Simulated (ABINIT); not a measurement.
Runs of ABINIT 10.8.3 (patched build) on AlN. It takes space group F-43m (No. 216, cubic). The conventional cell has a = 4.368 Å, b = 4.368 Å, c = 4.368 Å, α = 90.00°, β = 90.00°, γ = 90.00°. Al (site symmetry -43m) has 4 N at 1.89 Å as nearest neighbours. N (site symmetry -43m) has 4 Al at 1.89 Å as nearest neighbours. Measurements of this composition are mostly on another form, of space group No. 186.

```csv
task,level,potentials or basis,k mesh,cutoff (eV),fine-grid cutoff,mesh quality,gap on the mesh (eV),pressure (GPa),V0 of scaled cells (Å³/atom),B0 (GPa)
equation of state,PBEsol,PseudoDojo NC SR PBEsol v0.4 stringent,10 × 10 × 10,1143,-,not flagged,-,-,10.48,201
band structure,PBEsol,PseudoDojo NC SR PBEsol v0.4 stringent,10 × 10 × 10,1143,-,not flagged,3.19,(a),-,-
equation of state,PBE,PseudoDojo NC SR PBE v0.5 standard,10 × 10 × 10,1143,-,not flagged,-,-,10.65,193
band structure,LDA-PZ,JTH PAW LDA v2.0,10 × 10 × 10,680,1278.94 eV,not flagged,3.23,-,-,-
equation of state,LDA,PseudoDojo NC SR LDA v0.4.1 standard,10 × 10 × 10,1143,-,not flagged,-,-,10.17,210
band structure,LDA,PseudoDojo NC SR LDA v0.4.1 standard,10 × 10 × 10,1143,-,not flagged,3.26,-4.8,-,-
equation of state,PBE+D2,JTH PAW PBE v2.0,10 × 10 × 10,680,1278.94 eV,not flagged,-,-,10.56,193
equation of state,LDA-VWN,PseudoDojo NC SR LDA v0.4.1 standard,10 × 10 × 10,1143,-,not flagged,-,-,10.16,210
single point,PBE,JTH PAW PBE v2.0,4 × 4 × 4,680,1278.94 eV,coarse,3.28,-,-,-
equation of state,OLYP,JTH PAW PBE v2.0,10 × 10 × 10,680,1278.94 eV,not flagged,-,-,(c),193
band structure,r2SCAN,JTH PAW PBE v2.0,10 × 10 × 10,816,1414.99 eV,not flagged,3.89,-,-,-
equation of state,revPBE,PseudoDojo NC SR PBE v0.4.1 standard,10 × 10 × 10,1143,-,not flagged,-,-,(d),(b)
```

Alike in all rows: no spin polarisation; cell as given; smearing fermi-dirac 0.05 eV.

Q: Estimate the missing entries.

A: (a) 1.2; (b) 191; (c) 10.67; (d) 10.69.

Caveats: some runs use coarse meshes; pressures at fixed basis lie under the slope of the energies (some runs); the PAW data sets were made with another functional, which shifts forces and pressure a little (some runs); the potentials were made for another functional, which shifts forces and pressure (some runs).

A k mesh can miss the band edges.

Not every run made on this cell is shown here.
